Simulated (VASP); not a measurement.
**BAs: dielectric tensor with LDA**

The system is BAs.

```
B As
1.0
     0.00000    2.36327    2.36327
     2.36327    0.00000    2.36327
     2.36327    2.36327    0.00000
B As
1 1
Direct
  0.00000 0.00000 0.00000
  0.25000 0.25000 0.25000
```

```
Program                : VASP 6.6.1
Task                   : dielectric tensor
Functional             : LDA
Potentials or basis    : VASP PAW LDA potentials, release 64 (B, As)
Cutoff                 : 600 eV
k mesh                 : 16 × 16 × 16
Occupations            : gaussian, width 0.03 eV
Spin                   : no spin polarisation
Monkhorst-Pack mesh    : yes
Further INCAR settings : ALGO = Normal; EDIFF = 1e-08
```

| Quantity | Value |
| --- | --- |
| Electronic dielectric tensor (diagonal) | 9.61 |
| Born charges (mean of the diagonal) | B -0.59; As +0.59 e |

Levels at points of the mesh, in eV from the valence-band top:
| k point | band 1 | band 2 | band 3 | band 4 | band 5 | band 6 | band 7 | band 8 |
| --- | --- | --- | --- | --- | --- | --- | --- | --- |
| (0.03, 0.03, 0.03) | -15.62 | -0.14 | 0.00 | 0.00 | 3.37 | 3.37 | 3.38 | 5.22 |

Electronic dielectric tensor:
```
9.61 0.00 0.00
0.00 9.61 0.00
0.00 0.00 9.61
```

Born effective charge tensors (e):
atom 1, B
```
-0.59  0.00  0.00
 0.00 -0.59  0.00
 0.00  0.00 -0.59
```
atom 2, As
```
0.59 0.00 0.00
0.00 0.59 0.00
0.00 0.00 0.59
```

Wall time 19 min on 1 thread of Intel(R) Xeon(R) 6975P-C (Granite Rapids), with other jobs on the host, peak memory 1.4 GiB.
